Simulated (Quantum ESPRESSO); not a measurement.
**Zr: phonon spectrum and thermodynamics under several settings**

```
Zr
1.0
     3.23200    0.00000    0.00000
    -1.61600    2.79899    0.00000
     0.00000    0.00000    5.14700
Zr
2
Direct
  0.66667 0.33333 0.75000
  0.33333 0.66667 0.25000
```

All runs used Quantum ESPRESSO 7.5; k mesh 6 × 6 × 4; relaxed cell; no spin polarisation; cutoff 612 eV; occupations cold, width 0.2 eV; q mesh 2 × 2 × 2.

```tsv
level	potentials	volume (Å³/atom)	highest frequency (cm⁻¹)	zero-point energy (meV/atom)	entropy at room temperature (k_B/atom)
LDA	GBRV 1.5 LDA	21.69	186	22.8	4.84
PBE	GBRV 1.5 PBE	23.35	180	22.6	4.81
PBEsol	GBRV 1.5 PBEsol	?	?	?	?
```

Q: What stands in the row left open?

A: Volume 22.39 Å³/atom; highest frequency 186 cm⁻¹; zero-point energy 23.0 meV/atom; entropy at room temperature 4.79 k_B/atom.

Caveats: all runs use coarse meshes; the mesh is thin for the phonons of a metal.

For the row left open. Caveat: the k mesh is coarse (spacing up to 0.37 Å⁻¹), so the values aren't converged; the mesh is thin for the phonons of a metal; the q mesh is small, so phonon branches between its points and thermal values are rough.
